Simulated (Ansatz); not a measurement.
The system is BP.

```xyz
2
Lattice="0.0000 2.2690 2.2690 2.2690 0.0000 2.2690 2.2690 2.2690 0.0000" Properties=species:S:1:pos:R:3 pbc="T T T"
P     3.4035    3.4035    3.4035
B     0.0000    0.0000    0.0000
```

```yaml
Program: Ansatz 0.2.0
Task: relaxation of cell and atoms
Functional: BHLYP
Dispersion: D3(BJ)-ATM
Potentials_or_basis: Ansatz PAW earlier set
Cutoff: "710 eV (not typed: the program's choice for these potentials)"
k_mesh: 5 × 5 × 5
Occupations: methfessel-paxton, width 0.15 eV
Spin: no spin polarisation
```

At the start: volume 11.68 Å³/atom.

Problem. How do energy, volume and symmetry change on relaxing?

Solution. It ends after 5 steps and the volume is 11.29 Å³/atom (-3.4 %); space group F-43m (No. 216, to 0.05 Å).

The path:
| step | energy change (eV) | largest force (eV/Å) | volume (Å³) |
| --- | --- | --- | --- |
| 1 | 0.0000 | 0.0000 | 23.36 |
| 2 | -0.0127 | 0.0000 | 22.89 |
| 3 | -0.0153 | 0.0000 | 22.56 |
| 4 | -0.0153 | 0.0000 | 22.58 |
| 5 | -0.0152 | 0.0000 | 22.58 |

Final structure:
```
P B
1.0
     0.00000    2.24331    2.24331
     2.24331    0.00000    2.24331
     2.24331    2.24331    0.00000
P B
1 1
Cartesian
  3.3650 3.3650 3.3650
  0.0000 0.0000 0.0000
```

Caveat: the k mesh is coarse (spacing up to 0.48 Å⁻¹), so the values aren't converged, least of all with exact exchange; the plane-wave basis is chosen anew once the cell has moved, so the energies of steps on either side of that aren't comparable; the PAW data sets come from PBE, with cores solved anew for the run's functional, which leaves a small shift of forces and pressure.
